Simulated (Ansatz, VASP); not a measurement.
**Two plane-wave programs on SrO**

```xyz
2
Lattice="0.0000 2.5663 2.5663 2.5663 0.0000 2.5663 2.5663 2.5663 0.0000" Properties=species:S:1:pos:R:3 pbc="T T T"
Sr    2.5663    2.5663    2.5663
O     0.0000    0.0000    0.0000
```

Alike in both runs: task single point; functional PBE; k mesh 14 × 14 × 14; occupations gaussian, width 0.02 eV; no spin polarisation.

```csv
,VASP,Ansatz
version,VASP 6.6.1,Ansatz 0.2.0
potentials or method,"VASP PAW PBE potentials, release 64 (Sr_sv, O)","scalar-relativistic, plane waves, PAW"
plane-wave cutoff (eV),520,600
valence electrons in the cell,16,16
```

|  | VASP | Ansatz | Ansatz less VASP |
| --- | --- | --- | --- |
| gap on the k mesh at the Fermi level (eV) | 3.26 | 3.31 | +0.049 |
| pressure (GPa) | 3.9 | 3.3 | -0.60 |

With one functional, cell and mesh, what is left measures potentials, basis and numerics. Ansatz warned: «stress_scf_threshold_loose».

A k mesh can miss the band edges. As with any semilocal functional, this PBE gap is likely too small.
